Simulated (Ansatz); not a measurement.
## K under changes of volume

One of the cells (78.519 Å³/atom); the others are scaled copies at fixed shape and fractional positions:

```
CELL_PARAMETERS angstrom
-2.69756 2.69756 2.69756
2.69756 -2.69756 2.69756
2.69756 2.69756 -2.69756
ATOMIC_POSITIONS crystal
K 0.00000 0.00000 0.00000
```

```yaml
Program: Ansatz 0.2.0
Functional: PBEsol
Potentials_or_basis: Ansatz PAW earlier set
Cutoff: "390 eV (not typed: the program's choice for these potentials)"
k_mesh: 7 × 7 × 7
Occupations: fermi-dirac, width 0.05 eV
Spin: no spin polarisation
```

| volume (Å³/atom) | energy over the lowest point (meV/atom) | pressure (GPa) |
| --- | --- | --- |
| 73.807 | 0.00 | -0.1 |
| 75.378 | 1.75 | -0.2 |
| 76.948 | 4.10 | -0.3 |
| 78.519 | ? | ? |
| 80.089 | 10.36 | -0.4 |
| 81.659 | 14.17 | -0.4 |
| 83.230 | 18.37 | -0.4 |

**Question.** What does the run at 78.519 Å³/atom give?

**Answer.** Energy over the lowest point 6.99 meV/atom; pressure -0.3 GPa.

Worked out: A Birch-Murnaghan fit of order 3 (a polynomial in V^(-2/3)) to the other rows has no minimum within the range. It gives 6.99 meV/atom at 78.519 Å³/atom, against the run's 6.99, and -dE/dV = -0.3 GPa, against -0.3.

Energies are extrapolated to zero smearing.

Caveats: the PAW data sets come from PBE, with cores solved anew for the run's functional, which leaves a small shift of forces and pressure.
